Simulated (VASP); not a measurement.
# Cd (P6_3/mmc) in VASP: notebook

One crystal, Cd, is run at these levels: PBE; tasks: relaxation of cell and atoms.

Everything below comes from runs of VASP 6.6.1. Logs are shortened: lines on timing, memory, paths and dates and some standing lists are left out, and cuts for length are marked.

### Step 1. The structure

It takes space group P6_3/mmc (No. 194, hexagonal). Conventional cell: a = 2.979 Å, b = 2.979 Å, c = 5.618 Å, α = 90.00°, β = 90.00°, γ = 120.00°. Cd (site symmetry -6m2) is surrounded by 12 Cd at 2.98 to 3.29 Å.

### Step 2. Relaxation of cell and atoms, PBE

INCAR

```
SYSTEM = Cd
PREC = Accurate
ENCUT = 600
EDIFF = 1E-6
ISMEAR = 1
SIGMA = 0.1
LREAL = .FALSE.
LASPH = .TRUE.
NELM = 80
ALGO = Normal
ISIF = 3
LWAVE = .FALSE.
LCHARG = .FALSE.
GGA = PE
IBRION = 2
NSW = 90
EDIFFG = -0.01
KPAR = 2
```

KPOINTS

```
Automatic mesh
0
G
  15 15 7
  0 0 0
```

POSCAR

```
Cd
1.0
    2.9788700000      0.0000000000      0.0000000000
   -1.4894350000      2.5797770946      0.0000000000
    0.0000000000      0.0000000000      5.6176500000
Cd
2
Direct
    0.3333333333      0.6666666667      0.2500000000
    0.6666666667      0.3333333333      0.7500000000
```

Potentials or basis: VASP PAW PBE potentials, release 64 (Cd).

On the command line:

```console
$ cat potpaw_PBE.64/Cd/POTCAR > POTCAR
$ mpirun -np 2 vasp_std > vasp.out
```

OUTCAR:

```text
SYSTEM = Cd
   PREC = Accurate
   ENCUT = 600
   EDIFF = 1E-6
   ISMEAR = 1
   LREAL = .FALSE.
   LASPH = .TRUE.
   NELM = 80
   ISIF = 3
   GGA = PE
   IBRION = 2
   NSW = 90
   EDIFFG = -0.01

 ion  position               nearest neighbor table
   1  0.333  0.667  0.250-   2 3.29   2 3.29   2 3.29   2 3.29   2 3.29   2 3.29
   2  0.667  0.333  0.750-   1 3.29   1 3.29   1 3.29   1 3.29   1 3.29   1 3.29

  LATTYP: Found a hexagonal cell.
 ALAT       =     2.9788700000
 C/A-ratio  =     1.8858325472

  Lattice vectors:

 A1 = (   2.9788700000,   0.0000000000,   0.0000000000)
 A2 = (  -1.4894350000,   2.5797770946,   0.0000000000)
 A3 = (   0.0000000000,   0.0000000000,   5.6176500000)

Analysis of symmetry for initial positions (statically):
=====================================================================
 Subroutine PRICEL returns:
 Original cell was already a primitive cell.

 Routine SETGRP: Setting up the symmetry group for a
 hexagonal supercell.

 Subroutine GETGRP returns: Found 24 space group operations
 (whereof 12 operations were pure point group operations)
 out of a pool of 24 trial point group operations.

The static configuration has the point symmetry D_3d.
 The point group associated with its full space group is D_6h.

Analysis of symmetry for dynamics (positions and initial velocities):
=====================================================================
 Subroutine PRICEL returns:
 Original cell was already a primitive cell.

 Routine SETGRP: Setting up the symmetry group for a
 hexagonal supercell.

 Subroutine GETGRP returns: Found 24 space group operations
 (whereof 12 operations were pure point group operations)
 out of a pool of 24 trial point group operations.

The dynamic configuration has the point symmetry D_3d.
 The point group associated with its full space group is D_6h.

 Subroutine INISYM returns: Found 24 space group operations
 (whereof 12 operations are pure point group operations),
 and found     1 'primitive' translations

----------------------------------------------------------------------------------------

                                     Primitive cell

  volume of cell :      43.1706

  direct lattice vectors                    reciprocal lattice vectors
     2.978870000  0.000000000  0.000000000     0.335697765  0.193815195  0.000000000
    -1.489435000  2.579777095  0.000000000     0.000000000  0.387630389  0.000000000
     0.000000000  0.000000000  5.617650000     0.000000000  0.000000000  0.178010378

  length of vectors
     2.978870000  2.978870000  5.617650000     0.387630390  0.387630389  0.178010378

  position of ions in fractional coordinates (direct lattice)
     0.333333333  0.666666667  0.250000000
     0.666666667  0.333333333  0.750000000

  ion indices of the primitive-cell ions
   primitive index   ion index
                 1           1
                 2           2

----------------------------------------------------------------------------------------

 KPOINTS: Automatic mesh

Automatic generation of k-mesh.
 Grid dimensions read from file:
 generate k-points for:   15   15    7

 Generating k-lattice:

  Cartesian coordinates                     Fractional coordinates (reciprocal lattice)
     0.022379851  0.012921013  0.000000000     0.066666667  0.000000000  0.000000000
     0.000000000  0.025842026  0.000000000     0.000000000  0.066666667  0.000000000
     0.000000000  0.000000000  0.025430054     0.000000000  0.000000000  0.142857143

  Length of vectors
     0.025842026  0.025842026  0.025430054

  Shift w.r.t. Gamma in fractional coordinates (k-lattice)
     0.000000000  0.000000000  0.000000000

 Subroutine IBZKPT returns following result:
 ===========================================

 Found    108 irreducible k-points:

 Following reciprocal coordinates:
            Coordinates               Weight
  0.000000  0.000000  0.000000      1.000000
  0.066667 -0.000000  0.000000      6.000000
  0.133333  0.000000  0.000000      6.000000
  0.200000  0.000000  0.000000      6.000000
  0.266667  0.000000  0.000000      6.000000
  0.333333  0.000000  0.000000      6.000000
[... 16 lines left out ...]
  0.333333  0.200000  0.000000     12.000000
  0.400000  0.200000  0.000000      6.000000
 [... further k-points ...]
   k-points           NKPTS =    108   k-points in BZ     NKDIM =    108   number of bands    NBANDS=     16
   number of dos      NEDOS =    301   number of ions     NIONS =      2
   total plane-waves  NPLWV =  27648
   dimension x,y,z NGX =    24 NGY =   24 NGZ =   48
   dimension x,y,z NGXF=    48 NGYF=   48 NGZF=   96
   ions per type =               2
   NGX,Y,Z   is equivalent  to a cutoff of  13.39, 13.39, 14.20 a.u.
   NGXF,Y,Z  is equivalent  to a cutoff of  26.79, 26.79, 28.41 a.u.
 SYSTEM =  Cd
   PREC   = accura    normal or accurate (medium, high low for compatibility)
   ISTART =      0    job   : 0-new  1-cont  2-samecut
   ICHARG =      2    charge: 1-file 2-atom 10-const
   ISPIN  =      1    spin polarized calculation?
   LNONCOLLINEAR =      F non collinear calculations
   LSORBIT =      F    spin-orbit coupling
   LASPH  =      T    aspherical Exc in radial PAW
   ENCUT  =  600.0 eV  44.10 Ry    6.64 a.u.   5.95  5.95 11.22*2*pi/ulx,y,z
   NELM   =     80;   NELMIN=  2; NELMDL= -5     # of ELM steps
   EDIFF  = 0.1E-05   stopping-criterion for ELM
   LREAL  =      F    real-space projection
   EDIFFG = -.1E-01   stopping-criterion for IOM
   NSW    =     90    number of steps for IOM
   IBRION =      2    ionic relax: 0-MD 1-quasi-New 2-CG
   NFREE  =      1    steps in history (QN), initial steepest desc. (CG)
   ISIF   =      3    stress and relaxation
   ISYM   =      2    0-nonsym 1-usesym 2-fastsym
   POTIM  = 0.5000    time-step for ionic-motion
   TEBEG  =    0.0;   TEEND  =   0.0 temperature during run
   PSTRESS=    0.0 pullay stress
   NELECT =      24.0000    total number of electrons
   NUPDOWN=      -1.0000    fix difference up-down
   EMIN   =  10.00;   EMAX   =-10.00  energy-range for DOS
   EFERMI =   0.00;   METHOD = LEGACY
   ISMEAR =     1;   SIGMA  =   0.10  broadening in eV -4-tet -1-fermi 0-gaus
   EFERMI_NEDOS =   21; number of points for ismear=-14 and -15
   IALGO  =     38    algorithm
   IMIX   =      4    mixing-type and parameters
     AMIX     =   0.40;   BMIX     =  1.00
     AMIX_MAG =   1.60;   BMIX_MAG =  1.00
  volume/ion in A,a.u.               =      21.59       145.66
  Fermi-wavevector in a.u.,A,eV,Ry     =   1.346116  2.543790 24.654136  1.812028
  Thomas-Fermi vector in A             =   2.473974
   LORBIT       =      0    0 simple, 1 ext, 2 COOP (PROOUT), +10 PAW based schemes
   GGA     = PE    functional components
   LHFCALC =     F    Hartree Fock is set to
   AEXX    =    0.0000 exact exchange contribution
   IVDW    =     0    specifies the selected vdW correction
   LEPSILON=     F    determine dielectric tensor
   LRPA    =     F    only Hartree local field effects (RPA)
 conjugate gradient relaxation of ions
 non-spin polarized calculation
 Methfessel and Paxton  Order N= 1 SIGMA  =   0.10
  energy-cutoff  :      600.00
  volume of cell :       43.17
 maximum number of plane-waves:      1460
 NGX is ok and might be reduce to    24
   NGX = 11   NGY = 11   NGZ = 23

--------------------------------------- Ionic step        1  -------------------------------------------

 number of electron      24.0000000 magnetization

 Free energy of the ion-electron system (eV)
  ---------------------------------------------------
  ext. energy  EPLUGINS =         0.00000000
  ---------------------------------------------------
  free energy    TOTEN  =        -1.47177124 eV

  energy without entropy =       -1.47164899  energy(sigma->0) =       -1.47173049

------------------------ aborting loop because EDIFF is reached ----------------------------------------

  FORCE on cell =-STRESS in cart. coord.  units (eV):
  Direction    XX          YY          ZZ          XY          YZ          ZX
  --------------------------------------------------------------------------------------
  -------------------------------------------------------------------------------------
  Total        0.7976173      0.7976173      0.8366247      0.0000000      0.0000000      0.0000000
  in kB       29.6017064     29.6017064     31.0493730      0.0000000      0.0000000      0.0000000
  external PRESSURE =      30.0842619 kB  Pullay stress =       0.0000000 kB
[... 89 lines left out ...]
  FREE ENERGIE OF THE ION-ELECTRON SYSTEM (eV)
  ---------------------------------------------------
  free  energy   TOTEN  =        -1.4943074428 eV

  energy  without entropy=       -1.4935995008  energy(sigma->0) =       -1.49407146

[... ionic steps 4 to 8 ...]

--------------------------------------- Ionic step        9  -------------------------------------------

 number of electron      23.9999995 magnetization

------------------------ aborting loop because EDIFF is reached ----------------------------------------

  FORCE on cell =-STRESS in cart. coord.  units (eV):
  Direction    XX          YY          ZZ          XY          YZ          ZX
  --------------------------------------------------------------------------------------
  -------------------------------------------------------------------------------------
  Total        0.0222691      0.0222691      0.0312419      0.0000000      0.0000000      0.0000000
  in kB        0.7765924      0.7765924      1.0895027      0.0000000      0.0000000      0.0000000
  external PRESSURE =       0.8808958 kB  Pullay stress =       0.0000000 kB
[... 57 lines left out ...]
  energy  without entropy=       -1.4972259579  energy(sigma->0) =       -1.49728377

--------------------------------------- Ionic step       11  -------------------------------------------

 number of electron      23.9999996 magnetization

 Free energy of the ion-electron system (eV)
  ---------------------------------------------------
  ext. energy  EPLUGINS =         0.00000000
  ---------------------------------------------------
  free energy    TOTEN  =        -1.49730841 eV

  energy without entropy =       -1.49722648  energy(sigma->0) =       -1.49728110

 E-fermi :   2.5613     XC(G=0): -10.6837

 val. band max:        2.5482081248   @ k =   0.2667   0.2000   0.0000
 cond. band min:       2.6783471726   @ k =   0.3333   0.1333   0.0000
 fundamental gap:      0.1301390478
 Fermi energy:         2.5612987635

 k-point     1 :       0.0000    0.0000    0.0000
  band No.  band energies     occupation
      1      -7.1619      2.00000
      2      -6.9720      2.00000
      3      -6.6131      2.00000
      4      -6.6131      2.00000
      5      -6.5760      2.00000
      6      -6.5760      2.00000
[... 8 lines left out ...]
     15      16.0410      0.00000
     16      16.9710      0.00000
[... 420 lines left out ...]
  band No.  band energies     occupation
      1      -6.9544      2.00000
      2      -6.8691      2.00000
      3      -6.7882      2.00000
      4      -6.5329      2.00000
      5      -6.4695      2.00000
      6      -6.2776      2.00000
[... 8 lines left out ...]
     15       6.3782      0.00000
     16       6.5014      0.00000

 [... further k-points ...]

------------------------ aborting loop because EDIFF is reached ----------------------------------------

  FORCE on cell =-STRESS in cart. coord.  units (eV):
  Direction    XX          YY          ZZ          XY          YZ          ZX
  --------------------------------------------------------------------------------------
  -------------------------------------------------------------------------------------
  Total       -0.0059787     -0.0059787     -0.0024809     -0.0000000      0.0000000      0.0000000
  in kB       -0.2078500     -0.2078500     -0.0862475     -0.0000000      0.0000000      0.0000000
  external PRESSURE =      -0.1673158 kB  Pullay stress =       0.0000000 kB
[... 17 lines left out ...]
  FREE ENERGIE OF THE ION-ELECTRON SYSTEM (eV)
  ---------------------------------------------------
  free  energy   TOTEN  =        -1.4973084057 eV

  energy  without entropy=       -1.4972264826  energy(sigma->0) =       -1.49728110

 reached required accuracy - stopping structural energy minimisation
```

Wall time 1.7 min (2 MPI ranks of AMD EPYC 9R45 (Zen 5), shared host); peak memory 0.21 GiB.

Results:

```yaml
Free_energy: -1.4973 eV
Relaxed_volume: 23.04 Å³/atom
Relaxed_cell: a = 3.013 Å, b = 3.013 Å, c = 5.862 Å, α = 90.00°, β = 90.00°, γ = 120.00°
Space_group_after_relaxing_to_0.05_Å: P6_3/mmc (No. 194)
Energy_gained_by_relaxing: 12.8 meV/atom
Ionic_steps: 11
Pressure_after_relaxing: 0.0 GPa
Band_gap_on_the_k_mesh: none (metal or under the smearing width)
```

Step by step:
| step | energy change (eV) | largest force (eV/Å) | pressure (GPa) | volume (Å³) |
| --- | --- | --- | --- | --- |
| 1 | 0.0000 | 0.0000 | 3.01 | 43.17 |
| 2 | -0.0225 | 0.0000 | 0.03 | 45.75 |
| 3 | -0.0225 | 0.0000 | 0.00 | 45.80 |
| 4 | -0.0230 | 0.0000 | -0.12 | 45.82 |
| 5 | -0.0246 | 0.0000 | -0.06 | 45.89 |
| 6 | -0.0239 | 0.0000 | 0.28 | 46.01 |
| 7 | -0.0255 | 0.0000 | 0.04 | 45.93 |
| 8 | -0.0255 | 0.0000 | 0.00 | 45.95 |
| 9 | -0.0255 | 0.0000 | 0.09 | 45.94 |
| 10 | -0.0255 | 0.0000 | 0.07 | 45.95 |
| 11 | -0.0255 | 0.0000 | -0.02 | 46.09 |

Final structure:
```xyz
2
Lattice="3.0131 0.0000 0.0000 -1.5065 2.6094 0.0000 0.0000 0.0000 5.8617" Properties=species:S:1:pos:R:3 pbc="T T T"
Cd    0.0000    1.7396    1.4654
Cd    1.5065    0.8698    4.3963
```

Levels at points of the mesh, in eV from the Fermi level:
| k point | band 10 | band 11 | band 12 | band 13 | band 14 | band 15 |
| --- | --- | --- | --- | --- | --- | --- |
| (0.00, 0.00, 0.00) | -8.48 | -8.45 | -3.42 | -2.88 | 9.37 | 13.48 |

### Step 3. Relaxation of cell and atoms, PBE

This run uses another cell than the first one, of 23.04 Å³/atom, 1.068 times its volume.

Changes to INCAR since step 2:

```diff
@@ -3,3 +3,3 @@
 ENCUT = 600
-EDIFF = 1E-6
+EDIFF = 1E-7
 ISMEAR = 1
@@ -16,3 +16,3 @@
 NSW = 90
-EDIFFG = -0.01
+EDIFFG = -0.005
 KPAR = 2
```

KPOINTS is that of step 2.

POSCAR

```
Cd                                      
1.0
    3.0130690760      0.0000000000      0.0000000000
   -1.5065345380      2.6093943632     -0.0000000000
   -0.0000000000      0.0000000000      5.8616699030
  Cd            
     2
Direct
     0.3333333332999970    0.6666666667000030    0.2500000000000000
     0.6666666667000030    0.3333333332999970    0.7500000000000000
```

Potentials or basis: VASP PAW PBE potentials, release 64 (Cd).

On the command line:

```console
$ cat potpaw_PBE.64/Cd/POTCAR > POTCAR
$ mpirun -np 2 vasp_std > vasp.out
```

OUTCAR:

```text
SYSTEM = Cd
   PREC = Accurate
   ENCUT = 600
   EDIFF = 1E-7
   ISMEAR = 1
   LREAL = .FALSE.
   LASPH = .TRUE.
   NELM = 80
   ISIF = 3
   GGA = PE
   IBRION = 2
   NSW = 90
   EDIFFG = -0.005

 ion  position               nearest neighbor table
   1  0.333  0.667  0.250-   2 3.41   2 3.41   2 3.41   2 3.41   2 3.41   2 3.41
   2  0.667  0.333  0.750-   1 3.41   1 3.41   1 3.41   1 3.41   1 3.41   1 3.41

  LATTYP: Found a hexagonal cell.
 ALAT       =     3.0130690760
 C/A-ratio  =     1.9454150420

  Lattice vectors:

 A1 = (   3.0130690760,   0.0000000000,   0.0000000000)
 A2 = (  -1.5065345380,   2.6093943632,   0.0000000000)
 A3 = (   0.0000000000,   0.0000000000,   5.8616699030)

Analysis of symmetry for initial positions (statically):
=====================================================================
 Subroutine PRICEL returns:
[... 294 lines left out ...]
 E-fermi :   2.5769     XC(G=0): -10.6946

 val. band max:        2.5675334009   @ k =   0.2667   0.2000   0.0000
 cond. band min:       2.6964174845   @ k =   0.3333   0.1333   0.0000
 fundamental gap:      0.1288840837
 Fermi energy:         2.5768947432

 k-point     1 :       0.0000    0.0000    0.0000
  band No.  band energies     occupation
      1      -7.1553      2.00000
      2      -6.9637      2.00000
      3      -6.6034      2.00000
      4      -6.6034      2.00000
      5      -6.5661      2.00000
      6      -6.5661      2.00000
[... 433 lines left out ...]
      3      -6.7795      2.00000
      4      -6.5230      2.00000
      5      -6.4598      2.00000
      6      -6.2673      2.00000
[... 8 lines left out ...]
     15       6.3951      0.00000
     16       6.5183      0.00000

 [... further k-points ...]

------------------------ aborting loop because EDIFF is reached ----------------------------------------

  FORCE on cell =-STRESS in cart. coord.  units (eV):
  Direction    XX          YY          ZZ          XY          YZ          ZX
  --------------------------------------------------------------------------------------
  -------------------------------------------------------------------------------------
  Total        0.0050961      0.0050961     -0.0009403      0.0000000      0.0000000      0.0000000
  in kB        0.1775383      0.1775383     -0.0327578      0.0000000      0.0000000      0.0000000
  external PRESSURE =       0.1074396 kB  Pullay stress =       0.0000000 kB
[... 17 lines left out ...]
  FREE ENERGIE OF THE ION-ELECTRON SYSTEM (eV)
  ---------------------------------------------------
  free  energy   TOTEN  =        -1.4990778003 eV

  energy  without entropy=       -1.4989969571  energy(sigma->0) =       -1.49905085

 reached required accuracy - stopping structural energy minimisation
```

OSZICAR:

```text
N       E                     dE             d eps       ncg     rms          rms(c)
DAV:   1     0.178612464937E+03    0.17861E+03   -0.14334E+04  3456   0.166E+03
DAV:   2     0.218649041692E+01   -0.17643E+03   -0.17201E+03  3496   0.387E+02
[... 24 lines left out ...]
   3 F= -.14990743E+01 E0= -.14990407E+01  d E =-.266676E-04
       N       E                     dE             d eps       ncg     rms          rms(c)
DAV:   1    -0.149911260982E+01   -0.38350E-04   -0.12688E-03  3712   0.346E-01    0.338E-02
DAV:   2    -0.149908524766E+01    0.27362E-04   -0.40812E-05  3816   0.864E-02    0.152E-02
DAV:   3    -0.149907853801E+01    0.67096E-05   -0.71107E-06  3800   0.260E-02    0.839E-03
DAV:   4    -0.149907776239E+01    0.77562E-06   -0.23481E-06  3880   0.149E-02    0.242E-03
DAV:   5    -0.149907780029E+01   -0.37900E-07   -0.20083E-07  2520   0.539E-03
   4 F= -.14990778E+01 E0= -.14990509E+01  d E =-.351403E-05
```

CONTCAR:

```text
Cd
   1.00000000000000
     3.0113731625569917    0.0000000000000000   -0.0000000000000000
    -1.5056865812784959    2.6079256590756903   -0.0000000000000000
     0.0000000000000000    0.0000000000000000    5.8559309666161088
  Cd
     2
Direct
     0.3333333332999970    0.6666666667000030    0.2500000000000000
     0.6666666667000030    0.3333333332999970    0.7500000000000000

  0.00000000E+00  0.00000000E+00  0.00000000E+00
  0.00000000E+00  0.00000000E+00  0.00000000E+00
```

Run time: 40 s. Hardware: 2 MPI ranks of AMD EPYC 9R45 (Zen 5), shared host; peak memory 0.21 GiB.

What came out:

* Free energy: -1.4991 eV
* Relaxed volume: 22.99 Å³/atom
* Relaxed cell: a = 3.011 Å, b = 3.011 Å, c = 5.856 Å, α = 90.00°, β = 90.00°, γ = 120.00°
* Space group after relaxing (to 0.05 Å): P6_3/mmc (No. 194)
* Energy gained by relaxing: 0.0 meV/atom
* Ionic steps: 4
* Pressure after relaxing: 0.0 GPa
* Band gap on the k mesh: none (metal or under the smearing width)

Final structure:
```xyz
2
Lattice="3.0114 0.0000 0.0000 -1.5057 2.6079 0.0000 0.0000 0.0000 5.8559" Properties=species:S:1:pos:R:3 pbc="T T T"
Cd    0.0000    1.7386    1.4640
Cd    1.5057    0.8693    4.3919
```
